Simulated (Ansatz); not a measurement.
A single-point calculation of a 4-atom cell of AlN started from a crystallographic database with the plane-wave code Ansatz, at the level Hartree-Fock. Cell and atoms come from a relaxation with r2SCAN.

```yaml
crystal:
  lattice:
    - [3.1066945029, 0.0, 0.0]
    - [-1.5533472514, 2.6904763613, 0.0]
    - [0.0, 0.0, 4.9785885515]
  atoms:
    - { symbol: Al, position: [0.3333333333, 0.6666666667, -0.000795604] }
    - { symbol: Al, position: [0.6666666667, 0.3333333333, 0.499204396] }
    - { symbol: "N", position: [0.3333333333, 0.6666666667, 0.380795604] }
    - { symbol: "N", position: [0.6666666667, 0.3333333333, 0.880795604] }
kpoints:
  mp_grid: { grid: [6, 6, 4] }
  band_path:
    path:
      - [0.0, 0.0, 0.0]
      - [0.5, 0.0, 0.0]
      - [0.3333333333, 0.3333333333, 0.0]
      - [0.0, 0.0, 0.5]
      - [0.5, 0.0, 0.5]
      - [0.3333333333, 0.3333333333, 0.5]
    npoints: 1
hamiltonian:
  xc: hf
scf:
  occupations: { method: fixed }
  n_extra_bands: 5
output:
  forces: true
  stress: true
  eigenvalues: true
```

In the abridged output below, numbers in square brackets stand for lines, or ends of lines, that were taken out.
```
scf.n_extra_bands = 5 over 8 filled bands (N_el = 16.0): the run solves 13 bands
Functional definition: HF
Crystal: 4 atoms, lattice volume = 41.613 Å³
[1]
[2]
[warm-up without exact exchange]
SCF 1 stopped early in 3 iterations: F = -1807.685737 eV  dr2 = 2.38e-4
[exact exchange on]
SCF 2 stopped early in 6 iterations: F = -1814.047032 eV  dr2 = 4.50e-5
hybrid outer 1: dexx = +3.630e-1 eV, tail = 1.65e-3 eV
SCF 3 converged in 7 iterations: F = -1814.048649 eV  dr2 = 5.51e-11
hybrid outer 2: dexx = +1.252e-4 eV, tail = 6.96e-6 eV, Δε = 1.87e-2 eV, ΔF = 5.02e-3 eV/Å
SCF 4 converged in 5 iterations: F = -1814.048674 eV  dr2 = 5.76e-10
hybrid outer 3: dexx = +7.485e-7 eV, tail = 3.91e-8 eV, Δε = 3.61e-4 eV, ΔF = 7.50e-5 eV/Å
hybrid SCF converged: 3 outer / 18 inner (+3 warm-up)
Free energy (F): -1814.048674 eV
[3]
--- Forces (eV/Å), atoms counted from 1 ---
[4]
--- Stress (GPa, compression-positive) ---
       -1.533466       0.000000       0.000000
        0.000000      -1.533466       0.000000
        0.000000       0.000000      -1.371298
  P = ⅓ Tr σ = -1.4794 GPa (-14.794 kbar)
--- Band table (eV; the first three rows and the last of 21) ---
[5]
```

The rows of the band table are 0: (0, 0, 0) = Γ, 1: (0, 0, 1/4), 2: (0, 0, -1/2) = A, 20: (1/3, 1/3, -1/2) = H.

Q: Give the withheld lines. They hold the Fermi energy and the band table, the forces, the symmetry found, cutoff and plane waves at Γ.

A:
```
[1]
Basis set: ecut = 420 eV, 809 PW (Γ)
[2]
Symmetry: 12 space group operations
Space group: P63mc (ITA 186)
[3]
Fermi energy:    3.138070 eV
[4]
  atom   1  Al      0.00000      0.00000      0.00744
  atom   2  Al      0.00000      0.00000      0.00744
  atom   3  N       0.00000      0.00000    -0.00739
  atom   4  N       0.00000      0.00000    -0.00739
[5]
  k-point 0: bands = […, -4.5300, 1.9767, 1.9767, 2.8617, 2.8617, 3.1381, 16.6862, 19.4896, 24.3820, 24.3820, …]
  k-point 1: bands = […, -3.4977, 1.7456, 2.0982, 2.0982, 2.7230, 2.7230, 17.7365, 19.6515, 24.1219, 24.3197, …]
  k-point 2: bands = […, -1.0251, -1.0251, 2.4021, 2.4021, 2.4021, 2.4021, 19.3273, 19.3273, 23.8511, 23.8511, …]
  k-point 20: bands = […, -3.0392, -3.0392, -1.7371, -1.7371, 2.0740, 2.0740, 20.0959, 20.0959, 20.6606, 20.6606, …]
```
The trailing digits, and the zero of the energies, depend on the potentials and thresholds.

With Hartree-Fock the gap is 13.55 eV and direct, at Γ. Edges are sought over the mesh and the listed points. At this geometry Hartree-Fock finds -1.5 GPa, compression counted positive: its own equilibrium volume is smaller. (The program warns that its thresholds are loose for a hybrid's stress.)

Command: `ansatz run input.yaml --threads 2 --pin off --max-ram 2211MiB --backend cpu --events-out ev --progress --plain --runs-dir out`.

Q: It took 16 s on 2 threads of AMD EPYC 9R45 96-Core Processor (Zen 5) (shared host). What peak of host memory did it reach?

A: About 0.94 GiB.

No spin polarisation and no zero-point or thermal motion.

The meshes of the hybrids are coarse, so their gaps aren't converged to the digits shown.
